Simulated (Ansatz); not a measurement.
# Al2P2H (buck sheet): the cost of one run

Program: Ansatz 0.2.0. Level of theory: DFT PBE, scalar-relativistic, plane waves, PAW. These are calculated values, not measurements.

2 further runs of the same task are left out: 2 set aside as unsound or not needed. Runs told in other sessions of the task aren't counted.

## Step 1: The structure to begin with

Symmetry: P-6m2, No. 187, hexagonal system. The conventional cell has a = 3.940 Å, b = 3.940 Å, c = 24.743 Å, α = 90.00°, β = 90.00°, γ = 120.00°. Al (site symmetry -6m2) has 3 P at 2.27 Å in its first shell of neighbours. P (site symmetry -6m2) has 3 Al at 2.27 Å in its first shell of neighbours.

Coordinates:

```
Al P
1.0
     3.93952    0.00000    0.00000
    -1.96976    3.41172    0.00000
     0.00000    0.00000   24.74301
Al P
1 1
Direct
  0.33333 0.66667 0.37322
  0.66667 0.33333 0.37332
```

This sheet was relaxed beforehand with the same method; its gap on the mesh is 2.32 eV.

## Step 2: Next: the zigzag ribbon, N = 4 with H caps, edge spins started opposed

The ribbon is cut from the relaxed sheet, periodic along c; N counts formula units a period. The edge energy is the mean of both edges over the sheet, -646.6978 eV an atom. Each H cap counts from half an H2 molecule (-15.872 eV in a separate run).

The cell holds 4 Al, 4 P, 2 H: a = 23.400 Å, b = 9.300 Å, c = 3.940 Å, α = 90.00°, β = 90.00°, γ = 90.00°.

## Step 3: Relaxing it

Pressure and volume refer to the whole cell with its vacuum; only the period along c may change.

The input, input.yaml:

```yaml
crystal:
  lattice:
    - [23.4, 0.0, 0.0]
    - [0.0, 9.3, 0.0]
    - [0.0, 0.0, 3.9395179293]
  atoms:
    - { symbol: Al, position: [0.3017537, 0.4998657827, 0.0] }
    - { symbol: Al, position: [0.4475538114, 0.4998657827, 0.5] }
    - { symbol: Al, position: [0.5933539227, 0.4998657827, 1.0] }
    - { symbol: Al, position: [0.739154034, 0.4998657827, 0.5], spin: -1.0 }
    - { symbol: P, position: [0.2531536629, 0.5001342173, 0.5], spin: 1.0 }
    - { symbol: P, position: [0.3989537742, 0.5001342173, 0.0] }
    - { symbol: P, position: [0.5447538856, 0.5001342173, 0.5] }
    - { symbol: P, position: [0.6905539969, 0.5001342173, 0.0] }
    - { symbol: H, position: [0.8075300612, 0.5000546148, 0.5] }
    - { symbol: H, position: [0.1924699388, 0.4999666288, 0.5] }
basis:
  ecutwfc: 420
kpoints:
  mp_grid: { grid: [1, 1, 14] }
hamiltonian:
  xc: pbe
scf:
  occupations: { method: gaussian, width: 0.05 }
output:
  forces: true
  stress: true
  eigenvalues: true
  populations: true
  write_density: true
  write_potential: true
  elf: true
  volumetric_format: npy
magnetization:
  spin_polarized: true
relax:
  adjacent_minimum: "off"
  f_tol: 0.02
  max_steps: 45
  cell: { fix: [a, b, alpha, beta, gamma], stress_tol: 0.03 }
```

Started as:

```
ansatz run input.yaml --threads 4 --pin off --max-ram 11264MiB --backend cpu --events-out ev --progress --plain --runs-dir out
```

Q: Estimate wall time and peak memory on 4 threads of Intel Xeon at 2.50GHz (Skylake/Cascade Lake), shared host.

About 33 min, with a peak of 1.4 GiB.
